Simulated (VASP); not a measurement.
# Te2Pt (Moncheite) (P-3m1) in VASP: relaxation of cell and atoms with PBE+D3(BJ)

Aim: the relaxation of cell and atoms of Te2Pt (Moncheite) with PBE+D3(BJ).

Everything below comes from runs of VASP 6.6.1. Logs are shortened: lines on timing, memory, paths and dates and some standing lists are left out, and cuts for length are marked.

**1. Starting point**

The structure is trigonal, space group P-3m1 (No. 164). The conventional cell has a = 4.052 Å, b = 4.052 Å, c = 5.073 Å, α = 90.00°, β = 90.00°, γ = 120.00°. Te (site symmetry 3m) has 3 Pt at 2.71 Å as nearest neighbours. Around Pt (site symmetry -3m) lie 6 Te at 2.71 Å.

**2. Relaxation of cell and atoms, PBE+D3(BJ)**

INCAR reads:

```
PREC     = Accurate       # precision mode
ENCUT    = 600            # plane-wave cutoff, eV
EDIFF    = 1E-7           # SCF threshold, eV
ISMEAR   = 1              # smearing method
SIGMA    = 0.1            # smearing width, eV
LREAL    = F              # projectors in reciprocal space
LASPH    = T              # aspherical terms in the spheres
NELM     = 80             # most SCF steps
ALGO     = Normal         # electronic algorithm
ISIF     = 3              # what is computed and relaxed
LWAVE    = F              # write WAVECAR
LCHARG   = F              # write CHGCAR
GGA      = PE             # functional
IVDW     = 12             # dispersion correction
IBRION   = 2              # ionic algorithm
NSW      = 90             # ionic steps
EDIFFG   = -0.005         # ionic threshold
```

KPOINTS reads:

```
Automatic mesh
0
Gamma
  12 12 7
```

POSCAR reads:

```
Te2Pt                                   
1.0
    4.0518917390     -0.0000000000     -0.0000000000
   -2.0259458695      3.5090411794      0.0000000000
    0.0000000000     -0.0000000000      5.0731660308
  Te              Pt            
     2     1
Direct
     0.3333333332999970    0.6666666667000030    0.2678628198096872
     0.6666666667000030    0.3333333332999970    0.7321371801903127
     1.0000000000000000    0.0000000000000000    1.0000000000000000
```

Potentials or basis: VASP PAW PBE potentials, release 64 (Te, Pt).

Command:

```
$ cat potpaw_PBE.64/Te/POTCAR potpaw_PBE.64/Pt/POTCAR > POTCAR
$ mpirun -np 1 vasp_std > vasp.out
```

OUTCAR:

```text
PREC = Accurate
   ENCUT = 600
   EDIFF = 1E-7
   ISMEAR = 1
   LREAL = F
   LASPH = T
   NELM = 80
   ISIF = 3
   GGA = PE
   IVDW = 12
   IBRION = 2
   NSW = 90
   EDIFFG = -0.005
 IVDW          = 12

 ion  position               nearest neighbor table
   1  0.333  0.667  0.268-   3 2.71   3 2.71   3 2.71   2 3.32   2 3.32   2 3.32   2 3.59   2 3.59
                             2 3.59
   2  0.667  0.333  0.732-   3 2.71   3 2.71   3 2.71   1 3.32   1 3.32   1 3.32   1 3.59   1 3.59
                             1 3.59
   3  0.000  0.000  0.000-   1 2.71   2 2.71   2 2.71   1 2.71   2 2.71   1 2.71

  LATTYP: Found a hexagonal cell.
 ALAT       =     4.0518917390
 C/A-ratio  =     1.2520487608

  Lattice vectors:

 A1 = (   4.0518917390,   0.0000000000,   0.0000000000)
 A2 = (  -2.0259458695,   3.5090411794,   0.0000000000)
 A3 = (   0.0000000000,   0.0000000000,   5.0731660308)

Analysis of symmetry for initial positions (statically):
=====================================================================
 Subroutine PRICEL returns:
 Original cell was already a primitive cell.

 Routine SETGRP: Setting up the symmetry group for a
 hexagonal supercell.

 Subroutine GETGRP returns: Found 12 space group operations
 (whereof 12 operations were pure point group operations)
 out of a pool of 24 trial point group operations.

The static configuration has the point symmetry D_3d.

Analysis of symmetry for dynamics (positions and initial velocities):
=====================================================================
 Subroutine PRICEL returns:
 Original cell was already a primitive cell.

 Routine SETGRP: Setting up the symmetry group for a
 hexagonal supercell.

 Subroutine GETGRP returns: Found 12 space group operations
 (whereof 12 operations were pure point group operations)
 out of a pool of 24 trial point group operations.

The dynamic configuration has the point symmetry D_3d.

 Subroutine INISYM returns: Found 12 space group operations
 (whereof 12 operations are pure point group operations),
 and found     1 'primitive' translations

----------------------------------------------------------------------------------------

                                     Primitive cell

  volume of cell :      72.1316

  direct lattice vectors                    reciprocal lattice vectors
     4.051891739  0.000000000  0.000000000     0.246798302  0.142489066  0.000000000
    -2.025945870  3.509041179  0.000000000     0.000000000  0.284978132  0.000000000
     0.000000000  0.000000000  5.073166031     0.000000000  0.000000000  0.197115567

  length of vectors
     4.051891739  4.051891739  5.073166031     0.284978132  0.284978132  0.197115567

  position of ions in fractional coordinates (direct lattice)
     0.333333333  0.666666667  0.267862820
     0.666666667  0.333333333  0.732137180
     0.000000000  0.000000000  0.000000000

  ion indices of the primitive-cell ions
   primitive index   ion index
                 1           1
                 2           2
                 3           3

----------------------------------------------------------------------------------------

 KPOINTS: Automatic mesh

Automatic generation of k-mesh.
 Grid dimensions read from file:
 generate k-points for:   12   12    7

 Generating k-lattice:

  Cartesian coordinates                     Fractional coordinates (reciprocal lattice)
     0.020566525  0.011874089  0.000000000     0.083333333  0.000000000  0.000000000
     0.000000000  0.023748178  0.000000000     0.000000000  0.083333333  0.000000000
     0.000000000  0.000000000  0.028159367     0.000000000  0.000000000  0.142857143

  Length of vectors
     0.023748178  0.023748178  0.028159367

  Shift w.r.t. Gamma in fractional coordinates (k-lattice)
     0.000000000  0.000000000  0.000000000

 Subroutine IBZKPT returns following result:
 ===========================================

 Found    112 irreducible k-points:

 Following reciprocal coordinates:
            Coordinates               Weight
  0.000000  0.000000  0.000000      1.000000
  0.083333  0.000000  0.000000      6.000000
  0.166667  0.000000  0.000000      6.000000
  0.250000  0.000000  0.000000      6.000000
  0.333333  0.000000  0.000000      6.000000
  0.416667  0.000000  0.000000      6.000000
[... 16 lines left out ...]
  0.166667  0.000000  0.142857      6.000000
  0.000000  0.166667  0.142857      6.000000
 [... further k-points ...]
   k-points           NKPTS =    112   k-points in BZ     NKDIM =    112   number of bands    NBANDS=     15
   number of dos      NEDOS =    301   number of ions     NIONS =      3
   total plane-waves  NPLWV =  43008
   dimension x,y,z NGX =    32 NGY =   32 NGZ =   42
   dimension x,y,z NGXF=    64 NGYF=   64 NGZF=   84
   ions per type =               2   1
   NGX,Y,Z   is equivalent  to a cutoff of  13.13, 13.13, 13.76 a.u.
   NGXF,Y,Z  is equivalent  to a cutoff of  26.26, 26.26, 27.53 a.u.
 SYSTEM =  unknown system
   PREC   = accura    normal or accurate (medium, high low for compatibility)
   ISTART =      0    job   : 0-new  1-cont  2-samecut
   ICHARG =      2    charge: 1-file 2-atom 10-const
   ISPIN  =      1    spin polarized calculation?
   LNONCOLLINEAR =      F non collinear calculations
   LSORBIT =      F    spin-orbit coupling
   LASPH  =      T    aspherical Exc in radial PAW
   ENCUT  =  600.0 eV  44.10 Ry    6.64 a.u.   8.09  8.09 10.13*2*pi/ulx,y,z
   NELM   =     80;   NELMIN=  2; NELMDL= -5     # of ELM steps
   EDIFF  = 0.1E-06   stopping-criterion for ELM
   LREAL  =      F    real-space projection
   EDIFFG = -.5E-02   stopping-criterion for IOM
   NSW    =     90    number of steps for IOM
   IBRION =      2    ionic relax: 0-MD 1-quasi-New 2-CG
   NFREE  =      1    steps in history (QN), initial steepest desc. (CG)
   ISIF   =      3    stress and relaxation
   ISYM   =      2    0-nonsym 1-usesym 2-fastsym
   POTIM  = 0.5000    time-step for ionic-motion
   TEBEG  =    0.0;   TEEND  =   0.0 temperature during run
   PSTRESS=    0.0 pullay stress
   NELECT =      22.0000    total number of electrons
   NUPDOWN=      -1.0000    fix difference up-down
   EMIN   =  10.00;   EMAX   =-10.00  energy-range for DOS
   EFERMI =   0.00;   METHOD = LEGACY
   ISMEAR =     1;   SIGMA  =   0.10  broadening in eV -4-tet -1-fermi 0-gaus
   EFERMI_NEDOS =   21; number of points for ismear=-14 and -15
   IALGO  =     38    algorithm
   IMIX   =      4    mixing-type and parameters
     AMIX     =   0.40;   BMIX     =  1.00
     AMIX_MAG =   1.60;   BMIX_MAG =  1.00
  volume/ion in A,a.u.               =      24.04       162.26
  Fermi-wavevector in a.u.,A,eV,Ry     =   1.101981  2.082441 16.522387  1.214361
  Thomas-Fermi vector in A             =   2.238416
   LORBIT       =      0    0 simple, 1 ext, 2 COOP (PROOUT), +10 PAW based schemes
   GGA     = PE    functional components
   LHFCALC =     F    Hartree Fock is set to
   AEXX    =    0.0000 exact exchange contribution
   IVDW    =    12    specifies the selected vdW correction
   LEPSILON=     F    determine dielectric tensor
   LRPA    =     F    only Hartree local field effects (RPA)
 conjugate gradient relaxation of ions
 non-spin polarized calculation
 Methfessel and Paxton  Order N= 1 SIGMA  =   0.10
  energy-cutoff  :      600.00
  volume of cell :       72.13
 maximum number of plane-waves:      2424
   NGX = 17   NGY = 17   NGZ = 21

--------------------------------------- Ionic step        1  -------------------------------------------

 number of electron      21.9999998 magnetization

 Free energy of the ion-electron system (eV)
  ---------------------------------------------------
  ext. energy  EPLUGINS =         0.00000000
  ---------------------------------------------------
  free energy    TOTEN  =       -13.51341211 eV

  energy without entropy =      -13.51426740  energy(sigma->0) =      -13.51369721

------------------------ aborting loop because EDIFF is reached ----------------------------------------

 Edisp (eV)   -1.70544

 E8    (eV) :    -0.7828

  FORCE on cell =-STRESS in cart. coord.  units (eV):
  Direction    XX          YY          ZZ          XY          YZ          ZX
  --------------------------------------------------------------------------------------
  -------------------------------------------------------------------------------------
  Total      -0.00777    -0.00777     0.02529     0.00000    -0.00000     0.00000
  in kB      -0.17264    -0.17264     0.56174     0.00000    -0.00000     0.00000
  external pressure =        0.07 kB  Pullay stress =        0.00 kB
[... 63 lines left out ...]
  energy  without entropy=      -15.2197159993  energy(sigma->0) =      -15.21914786

--------------------------------------- Ionic step        3  -------------------------------------------

 number of electron      21.9999998 magnetization

 Free energy of the ion-electron system (eV)
  ---------------------------------------------------
  ext. energy  EPLUGINS =         0.00000000
  ---------------------------------------------------
  free energy    TOTEN  =       -13.51416399 eV

  energy without entropy =      -13.51501102  energy(sigma->0) =      -13.51444634

 E-fermi :   8.9073     XC(G=0): -10.6408

 val. band max:        8.8965130287   @ k =   0.1667   0.1667   0.0000
 cond. band min:       8.9173186396   @ k =   0.0000   0.3333   0.1429
 fundamental gap:      0.0208056109
 Fermi energy:         8.9073335047

 k-point     1 :       0.0000    0.0000    0.0000
  band No.  band energies     occupation
      1      -5.2111      2.00000
      2      -1.5602      2.00000
      3       2.1410      2.00000
      4       3.2407      2.00000
      5       3.2407      2.00000
      6       5.2037      2.00000
      7       5.2037      2.00000
      8       6.2501      2.00000
      9       8.4195      2.00000
     10       8.4195      2.00000
     11       9.6599     -0.00000
     12       9.6599     -0.00000
     13      10.5208     -0.00000
     14      11.4990      0.00000
     15      13.1081      0.00000
[... 397 lines left out ...]
 k-point    24 :       0.0000    0.1667    0.1429
  band No.  band energies     occupation
      1      -4.8192      2.00000
      2      -2.0111      2.00000
      3       2.5340      2.00000
      4       3.3522      2.00000
      5       3.7958      2.00000
      6       4.6986      2.00000
      7       5.1097      2.00000
      8       5.8113      2.00000
      9       7.0216      2.00000
     10       7.9975      2.00000
     11       9.3314     -0.00000
     12       9.6540     -0.00000
     13      10.2066     -0.00000
     14      12.6858      0.00000
     15      13.2868      0.00000

 [... further k-points ...]

------------------------ aborting loop because EDIFF is reached ----------------------------------------

 Edisp (eV)   -1.70471

 E8    (eV) :    -0.7825

  FORCE on cell =-STRESS in cart. coord.  units (eV):
  Direction    XX          YY          ZZ          XY          YZ          ZX
  --------------------------------------------------------------------------------------
  -------------------------------------------------------------------------------------
  Total       0.00606     0.00606     0.00277     0.00000     0.00000    -0.00000
  in kB       0.13462     0.13462     0.06160     0.00000     0.00000    -0.00000
  external pressure =        0.11 kB  Pullay stress =        0.00 kB
[... 18 lines left out ...]
  FREE ENERGIE OF THE ION-ELECTRON SYSTEM (eV)
  ---------------------------------------------------
  free  energy   TOTEN  =       -15.2188723956 eV

  energy  without entropy=      -15.2197194218  energy(sigma->0) =      -15.21915474

 reached required accuracy - stopping structural energy minimisation
```

Run time: 79 s. Hardware: 1 thread of Intel Xeon 6975P-C (Granite Rapids), shared host; peak memory 0.33 GiB.

Results:

```
Free energy                            : -15.2189 eV
Relaxed volume                         : 24.05 Å³/atom
Relaxed cell                           : a = 4.051 Å, b = 4.051 Å, c = 5.078 Å, α = 90.00°, β = 90.00°, γ = 120.00°
Space group after relaxing (to 0.05 Å) : P-3m1 (No. 164)
Energy gained by relaxing              : 0.0 meV/atom
Ionic steps                            : 3
Pressure after relaxing                : 0.0 GPa
Band gap on the k mesh                 : none (metal or under the smearing width)
Dispersion energy per atom             : -0.568 eV
```

Final structure:
```yaml
crystal:
  lattice:
    - [4.05060, 0.00000, 0.00000]
    - [-2.02530, 3.50792, 0.00000]
    - [0.00000, 0.00000, 5.07845]
  atoms:
    - { symbol: Te, position: [0.33333, 0.66667, 0.26773] }
    - { symbol: Te, position: [0.66667, 0.33333, 0.73227] }
    - { symbol: Pt, position: [0.00000, 0.00000, 0.00000] }
```

Caveat: pairwise dispersion overbinds metals, which lowers pressure and volume.
